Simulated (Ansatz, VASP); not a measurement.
# KMgF3: VASP beside Ansatz

```
CELL_PARAMETERS angstrom
3.93203 0.00000 0.00000
0.00000 3.93203 0.00000
0.00000 0.00000 3.93203
ATOMIC_POSITIONS crystal
K 0.50000 0.50000 0.50000
Mg 0.00000 0.00000 0.00000
F 0.00000 0.00000 0.50000
F 0.00000 0.50000 0.00000
F 0.50000 0.00000 0.00000
```

Change from the starting cell: volume scaled by 0.96.

Alike in both runs: task single point; functional PBE; k mesh 7 × 7 × 7; occupations fermi-dirac, width 0.05 eV; no spin polarisation.

|  | VASP | Ansatz |
| --- | --- | --- |
| version | VASP 6.6.1 | Ansatz 0.2.0 |
| potentials or method | VASP PAW PBE potentials, release 64 (K_sv, Mg, F) | Ansatz PAW |
| plane-wave cutoff (eV) | 520 | 420 |
| valence electrons in the cell | 32 | 40 |

Ansatz gave:

| Quantity | Value |
| --- | --- |
| gap on the k mesh at the Fermi level (eV) | 7.69 |
| least direct gap on the mesh (eV) | 7.97 |
| pressure (GPa) | 7.5 |

Task: Estimate VASP's values.

Result: gap on the k mesh at the Fermi level (eV): 7.66; least direct gap on the mesh (eV): 7.94; pressure (GPa): 7.0.

With one functional, cell and mesh, what is left measures potentials, basis and numerics. The two sets of potentials don't hold the same shells in valence.

Caveats: an odd mesh through Γ misses points on the zone boundary, where band edges often lie (VASP); odd divisions of the mesh miss points on the zone boundary, where band edges often lie, so the gap on the mesh can be too wide (Ansatz); the pressure holds a Pulay correction of +0.5 GPa for the finite cutoff (Ansatz).
